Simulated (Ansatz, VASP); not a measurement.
## Si: VASP beside Ansatz

```
Si
1.0
     0.00000    2.51747    2.51747
     2.51747    0.00000    2.51747
     2.51747    2.51747    0.00000
Si
2
Direct
  0.87500 0.87500 0.87500
  0.12500 0.12500 0.12500
```

Change from the starting cell: volume scaled by 0.78, LAPW.

Alike in both runs: task single point; functional PBE; k mesh 12 × 12 × 12; occupations fermi-dirac, width 0.08 eV; no spin polarisation.

```csv
,VASP,Ansatz
version,VASP 6.6.1,Ansatz 0.2.0
potentials or method,"VASP PAW PBE potentials, release 64 (Si), cutoff 520 eV","all-electron LAPW, scalar-relativistic"
```

|  | VASP | Ansatz | Ansatz less VASP |
| --- | --- | --- | --- |
| pressure (GPa) | 36.8 | 36.7 | -0.07 |

Ansatz ran all-electron here, so the differences hold the error of VASP's frozen core and of both bases.

Caveats: so large a pressure means that the cell lies far from this level's equilibrium, or that cutoff or potentials fall short (VASP).
